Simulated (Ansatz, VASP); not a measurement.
## Co in VASP and in Ansatz

File INCAR:

```
SYSTEM = Co
PREC     = Accurate       ! precision mode
ENCUT    = 520            ! plane-wave cutoff, eV
EDIFF    = 1E-6           ! SCF threshold, eV
ISMEAR   = 0              ! smearing method
SIGMA    = 0.1            ! smearing width, eV
LREAL    = .False.        ! projectors in reciprocal space
LASPH    = .True.         ! aspherical terms in the spheres
NELM     = 150            ! most SCF steps
ALGO     = Normal         ! electronic algorithm
ISIF     = 2              ! what is computed and relaxed
LWAVE    = .False.        ! write WAVECAR
LCHARG   = .False.        ! write CHGCAR
ISPIN    = 2              ! spin polarisation
MAGMOM   = 3 3 3          ! initial moments
LORBIT   = 11             ! projections on sites
LMAXMIX  = 4              ! l up to which the mixer works
GGA      = PE             ! functional
NBANDS   = 24             ! bands
```

KPOINTS

```
regular mesh
0
Gamma
  6 6 6
  0 0 0
```

The input POSCAR:

```
Co
1.0
    3.4833491120      0.0000000000      0.0000000000
   -1.7416745560      3.0166688212      0.0000000000
    0.0000000000      0.0000000000      2.9692852562
Co
3
Direct
    0.3333333333      0.6666666667      0.5000000000
    0.0000000000      0.0000000000      0.0000000000
    0.6666666667      0.3333333333      0.5000000000
```

Input for Ansatz:

```yaml
crystal:
  lattice:
    - [3.483349112, 0.0, 0.0]
    - [-1.741674556, 3.0166688212, 0.0]
    - [0.0, 0.0, 2.9692852562]
  atoms:
    - { symbol: Co, position: [0.3333333333, 0.6666666667, 0.5], spin: 3.0 }
    - { symbol: Co, position: [0.0, 0.0, 0.0], spin: 3.0 }
    - { symbol: Co, position: [0.6666666667, 0.3333333333, 0.5], spin: 3.0 }
basis:
  ecutwfc: 420
kpoints:
  mp_grid: { grid: [6, 6, 6] }
hamiltonian:
  xc: pbe
scf:
  occupations: { method: gaussian, width: 0.1 }
  lower_state_search: "off"
output:
  forces: true
  stress: true
  eigenvalues: true
  populations: true
magnetization:
  spin_polarized: true
```

Alike in both runs: task single point; functional PBE; k mesh 6 × 6 × 6; occupations gaussian, width 0.1 eV; collinear spin.

|  | VASP | Ansatz |
| --- | --- | --- |
| version | VASP 6.6.1 | Ansatz 0.2.0 |
| potentials or method | VASP PAW PBE potentials, release 64 (Co) | scalar-relativistic, plane waves, PAW |
| plane-wave cutoff (eV) | 520 | 420 |
| valence electrons in the cell | 27 | 51 |

|  | VASP | Ansatz | Ansatz less VASP |
| --- | --- | --- | --- |
| gap on the k mesh at the Fermi level (eV) | none | none | - |
| net moment per atom (μB) | 1.56 | 1.57 | +0.002 |
| size of the moment on the site where the two differ most (μB) | 1.81 | 1.86 | +0.050 |

Site moments also hang on the region over which each program counts them. A gap of «none» marks a metal or a gap that the smearing closes. The functional is the same, so the differences come from potentials, cutoffs and numerics. The two sets of potentials don't hold the same shells in valence.
